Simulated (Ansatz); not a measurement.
**Band topology of PbS with spin–orbit coupling — Ansatz, plane waves and PAW**

Space group F-43m (No. 216), 2 atoms in the cell of the first input below: a = 4.701 Å, b = 4.701 Å, c = 4.701 Å, α = 60.00°, β = 60.00°, γ = 60.00°.

The structure was started from a prototype and need not be a known phase, relaxed without spin–orbit coupling to zero pressure (pressure 0.0 GPa with this functional, without spin–orbit coupling). Functional: PBE.

Input:

```yaml
crystal:
  lattice:
    - [0.0, 3.3238314131, 3.3238314131]
    - [3.3238314131, 0.0, 3.3238314131]
    - [3.3238314131, 3.3238314131, 0.0]
  atoms:
    - { symbol: Pb, position: [0.0, 0.0, 0.0] }
    - { symbol: S, position: [0.25, 0.25, 0.25] }
basis:
  ecutwfc: 420
  ecutrho_ratio: 4
kpoints:
  mp_grid: { grid: [6, 6, 6] }
hamiltonian:
  xc: pbe
scf:
  occupations: { method: gaussian, width: 0.05 }
output:
  forces: true
  stress: true
  eigenvalues: true
  populations: true
  topological_invariants: true
magnetization:
  noncollinear: true
  spin_orbit: true
```

```bash
ansatz run input.yaml --threads 4 --pin off --max-ram 9216MiB --backend cpu --events-out ev --progress --plain --runs-dir out
```

Time: 45 s on 4 threads of AMD EPYC (Zen 3), with other jobs on the host, peak memory 0.77 GiB.

Without spin–orbit coupling the gap on a 10×10×10 mesh is 0.89 eV. With it, in a separate run (self-consistent on 8×8×8, bands on 14×14×14), a gap of 0.78 eV parts the filled from the empty bands (a gap on a mesh is an upper bound, as the edges may lie between its points, so gaps on unlike meshes don't measure the coupling's effect alone). The indices are those of the lowest 20 bands, and their direct separation from the next band is open. They come from Wilson loops on the time-reversal planes.

**Question.** The cell is scaled in volume by 0.96 and 1.05 with the atoms carried along. Do the indices change?

**Answer.** No.

```json
{"volume ratio": "0.96", "pressure with spin–orbit coupling (GPa)": "1.5", "smallest direct separation sampled (eV)": "1.133", "at k": "0.05 0.55 0.55", "separation": "open", "Z2": "(0;000)"}
{"volume ratio": "1.00", "pressure with spin–orbit coupling (GPa)": "-0.1", "smallest direct separation sampled (eV)": "1.184", "at k": "0.05 0.55 0.55", "separation": "open", "Z2": "(0;000)"}
{"volume ratio": "1.05", "pressure with spin–orbit coupling (GPa)": "-1.6", "smallest direct separation sampled (eV)": "1.231", "at k": "0.08 0.51 0.58", "separation": "open", "Z2": "(0;000)"}
```

Caveats: Kohn–Sham gaps are too small; Z2 indices don't see topology that rests on crystal symmetry, and an even number of inversions cancels.

The strong spin–orbit coupling of lead does not by itself make this zinc-blende PbS a Z2 topological insulator: that would need a band inversion, and the indices remain trivial at all three volumes. The smallest sampled direct separation falls steadily on compression, from 1.231 to 1.133 eV, but stays far from closing. In a simple ionic picture, the valence edge is mainly S 3p with some antibonding Pb 6s character, and the empty states above it are largely Pb 6p. Shorter Pb–S contacts strengthen the s–p repulsion and broaden the bands, which probably accounts for the narrowing. The smallest direct separations lie near X and well above the overall gap of 0.78 eV at the relaxed volume, which suggests an indirect gap.

None of this carries over directly to galena, the familiar rock-salt form of PbS, where lead is octahedrally coordinated and the direct gap lies at L, so its response to pressure has to be examined separately.
